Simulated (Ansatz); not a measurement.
**CdO: equation of state**

An exercise on one series of results from a longer session: the logs are not shown, and one member is left open.

Program: Ansatz 0.2.0. Level of theory: DFT PBE, scalar-relativistic. These are calculated values, not measurements.

## Starting point

The structure is cubic, space group Fm-3m (No. 225). Conventional cell: a = 4.722 Å, b = 4.722 Å, c = 4.722 Å, α = 90.00°, β = 90.00°, γ = 90.00°. Cd (site symmetry m-3m) is surrounded by 6 O at 2.36 Å. O (site symmetry m-3m) has 6 Cd at 2.36 Å as nearest neighbours.

Structure file:

```
Cd O
1.0
     0.00000    2.36099    2.36099
     2.36099    0.00000    2.36099
     2.36099    2.36099    0.00000
Cd O
1 1
Direct
  0.00000 0.00000 0.00000
  0.50000 0.50000 0.50000
```

Structure from a Materials Project entry, not relaxed further.

Atoms are numbered in the order of the input: Cd1, O2.

The first run:

input.yaml reads:

```yaml
crystal:
  lattice:
    - [0.0, 2.3209682111, 2.3209682111]
    - [2.3209682111, 0.0, 2.3209682111]
    - [2.3209682111, 2.3209682111, 0.0]
  atoms:
    - { symbol: Cd, position: [0.0, 0.0, 0.0] }
    - { symbol: O, position: [0.5, 0.5, 0.5] }
kpoints:
  mp_grid: { grid: [13, 13, 13] }
scf:
  occupations: { method: fermi_dirac, width: 0.05 }
hamiltonian:
  xc: pbe
  pseudopotentials: { kind: all_electron, lapw: { basis_error: 0.00025 } }
output:
  forces: true
  stress: true
  eigenvalues: true
```

Steps of the session up to this table: Volume × 0.95, LAPW; Volume × 0.95, PAW; Volume × 0.95, crystal datasets; Volume × 0.975, LAPW; Volume × 0.975, PAW; Volume × 1.025, LAPW; Volume × 1.025, PAW; Volume × 1.05, LAPW; Volume × 1.05, PAW; Volume × 1.05, crystal datasets.

One of the session's tables, all rows but one given; the rest of the session is left out.

It belongs to the step «Fits». 

```
          method  volume (Å³/atom)  pressure (GPa)
            LAPW            12.503           12.22
            LAPW            12.832            7.76
            LAPW            13.161            3.89
            LAPW            13.490            0.53
            LAPW            13.819           -2.39
             PAW            12.503           12.22
             PAW            12.832               ?
             PAW            13.161            3.90
             PAW            13.490            0.54
             PAW            13.819           -2.38
crystal datasets            12.503           12.22
crystal datasets            13.161            3.89
crystal datasets            13.819           -2.39
```

Q: Estimate the row for PAW, 12.832 from the others.

The run gave: pressure (GPa): 7.77. In the column «pressure (GPa)» it lies between LAPW, 12.832 (7.76) and LAPW, 12.503 (12.22).

To keep in mind: Warnings in the runs' records: gradients without spin orbit, crystal datasets made.
